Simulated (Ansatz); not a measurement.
Method: DFT, RPBE, plane waves (420 eV) with PAW, scalar-relativistic in Ansatz 0.2.0. (PAW data from PBE, frozen cores regenerated.)

An element in the fcc structure gives this curve. The cell is scaled uniformly from the relaxed one, with fractional coordinates and shape fixed. Energies are extrapolated to zero smearing, pressures are those at the given smearing. Magnetic state: spin not included.

```tsv
V (Å³/atom)	E − E₀ (meV/atom)	P (GPa)
26.927	59.7	6.06
28.151	24.3	3.70
29.375	5.3	1.72
30.599	0.1	0.04
31.823	6.5	-1.40
33.047	22.8	-2.63
34.271	47.7	-3.70
```

Question: Which element is it?
A. bismuth
B. tellurium
C. lutetium
D. indium

Answer: C. Its fit is V₀ = 30.50 Å³/atom, B₀ = 39 GPa, B₀′ = 3.1.
